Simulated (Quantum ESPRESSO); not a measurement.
TiC in Quantum ESPRESSO: the effect of pseudo set

The system is TiC.

```
CELL_PARAMETERS angstrom
0.00000 2.16572 2.16572
2.16572 0.00000 2.16572
2.16572 2.16572 0.00000
ATOMIC_POSITIONS crystal
Ti 0.00000 0.00000 0.00000
C 0.50000 0.50000 0.50000
```

The cell is a database's computed one.

Alike in all runs:

* Program: Quantum ESPRESSO 7.5
* Task: phonons
* Functional: PBE
* k mesh: 11 × 11 × 11
* Occupations: cold, width 0.2 eV
* Spin: no spin polarisation

Each run relaxes the cell or the atoms first.

```csv
pseudo set,cutoff,highest phonon frequency (cm⁻¹)
GBRV 1.5 PBE,612 eV,508
JTH 2.0 PBE,707 eV,?
SSSP 1.3 efficiency PBE,748 eV,508
PseudoDojo 0.4.1 SR PBE standard,1143 eV,508
PseudoDojo 0.4 SR PBE stringent,1143 eV,508
Ansatz NC SR PBE,1156 eV,509
SG15 PBE 1.2,1197 eV,512
```

Question: What does the run with pseudo set JTH 2.0 PBE give?

Answer: Highest phonon frequency 500 cm⁻¹.

Caveats: before the sum rule the acoustic modes lie tens of cm⁻¹ from zero, a sign that the density grid also shifts the optical modes (some runs).
